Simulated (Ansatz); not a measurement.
WS2, 3R-MoS2 type, relaxed with r2SCAN+rVV10, was run in the plane-wave code Ansatz under altered settings. All numbers are computed, without spin polarisation but where a row says otherwise.

```
CELL_PARAMETERS angstrom
1.58589 0.91561 6.23747
-1.58589 0.91561 6.23747
0.00000 -1.83122 6.23747
ATOMIC_POSITIONS crystal
W 0.99999 0.99999 0.99999
S 0.41680 0.41680 0.41680
S 0.24988 0.24988 0.24988
```

The base run's other keys:
```yaml
kpoints:
  mp_grid: { grid: [4, 4, 4] }
hamiltonian:
  xc: hse06
scf:
  occupations: { method: fixed }
  n_extra_bands: 4
```

It takes 16 iterations with 1041 plane waves at 420 eV and 13 k points, and leaves a mean stress of -1.58 GPa. The gap over this mesh is 1.965 eV. It ran on 4 threads of Arm Neoverse V1, on a shared host.

Outcomes, with energy and stress as changes against the base:
```
                                 setting        outcome  ΔF (meV/atom)  Δ mean stress (GPa)  gap on the mesh (eV)  iterations  wall time
                   hamiltonian.xc: wpbeh      converged              –                 +1.1                 1.942          15      9.8 s
PBE hybrid, exx coeff 0.2, omega 0.3 1/Å      converged              –                 +1.1                 1.719          16      9.5 s
               hamiltonian.xc: cam_b3lyp      converged              –                 +2.4                 4.363          22       13 s
PBE hybrid, exx coeff 0.1, omega 0.3 1/Å      converged              –                 +2.8                 1.558          16      9.2 s
 scf.occupations: methfessel_paxton 0.05      converged            0.0                  0.0                 1.965          17      9.7 s
                         scf.max_iter: 1  not converged              –                    –                     –           1      1.8 s
```
A dash marks a value that wasn't obtained or can't be compared. Stress is positive in compression. The base took 9.6 s.

- hamiltonian.xc: wpbeh. The mean stress moves by +1.1 GPa and the gap on the mesh by -0.023 eV (to 1.942). It's another functional on the same cell, so totals aren't comparable.
- PBE hybrid, exx coeff 0.2, omega 0.3 1/Å. That is 20 % exact exchange, screened with ω = 0.3 1/Å, against HSE06's 25 % screened at 0.208 1/Å. The mean stress moves by +1.1 GPa and the gap on the mesh by -0.246 eV (to 1.719). Totals of different functionals aren't comparable.
- hamiltonian.xc: cam_b3lyp. The mean stress moves by +2.4 GPa and the gap on the mesh by +2.398 eV (to 4.363). It's another functional on the same cell, so totals aren't comparable.
- PBE hybrid, exx coeff 0.1, omega 0.3 1/Å. That is 10 % exact exchange, screened with ω = 0.3 1/Å, against HSE06's 25 % screened at 0.208 1/Å. The mean stress moves by +2.8 GPa and the gap on the mesh by -0.407 eV (to 1.558). Totals of different functionals aren't comparable.
- scf.max_iter: 1. The calculation stopped without meeting its thresholds. It stopped after 1 iteration; the base needs 16. Nothing that it printed is a property of the solid. Error: did not converge after 1 iteration: dr2 = 6.37e-3 (threshold 1.00e-7), under the density mixer `msr1`, which `scf.mixing.algorithm: auto` chose by the deck's other keys (type `scf.mixing.algorithm: msr1` to keep it); this SCF is the semilocal warm-up of a hybrid solve, ahead of its exchange loop […]

Within 1 meV an atom, 0.1 GPa and 0.005 eV of the base stay: scf.occupations: methfessel_paxton 0.05.

Spin-orbit coupling is left out, which matters wherever the heavy atoms make up the band edges.

The program warns that its thresholds are loose for a hybrid's stress.

The meshes of the hybrids are coarse, so their gaps aren't converged to the digits shown.
